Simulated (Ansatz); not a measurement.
## Ca: pressure against volume

Ca, P6_3/mmc, a = 3.936 Å, c = 12.901 Å. This isn't the element's structure at ambient conditions. Ansatz: r2SCAN, PAW, 500 eV, Γ-centred 12×12×4 mesh on 4 atoms, Gaussian smearing 0.10 eV; no spin polarisation. Shape and atoms are relaxed at each volume; pressure is positive in compression.

| V (Å³/atom) | P (GPa) |
| --- | --- |
| 40.682 | 1.21 |
| 41.981 | 0.57 |
| 43.279 | 0.00 |
| 44.578 | -0.50 |
| 45.876 | ? |

Take V0 = 43.279 Å³/atom, fit the third-order Birch–Murnaghan form to the other rows, and predict the missing pressure.

With the Eulerian strain f = ½[(V0/V)^(2/3) − 1] and y = P/[3f(1 + 2f)^(5/2)], the form is the line y = B0 + 1.5 B0 (B0′ − 4) f. Rows (f, y): 0.02106, 17.27; 0.01025, 17.62; -0.00976, 17.94. Means f = 0.007183, y = 17.610; Σ(Δf)² = 0.0004890, ΣΔfΔy = -0.01028; the slope is their ratio. y = 17.76 − 21.02 f GPa, so B0 = 17.8 GPa and B0′ = 4 + 2 × (-21.02)/(3 × 17.76) = 3.21. At V = 45.876, f = -0.01905, y = 18.160 and P = -0.94 GPa. The run gave -0.94 GPa, the same to the digits shown. The form still works here, 33 % of the fitted range beyond its end.

Cost: 5 runs of about 5.2 core-minutes in all, on Arm Neoverse V1 (shared hosts).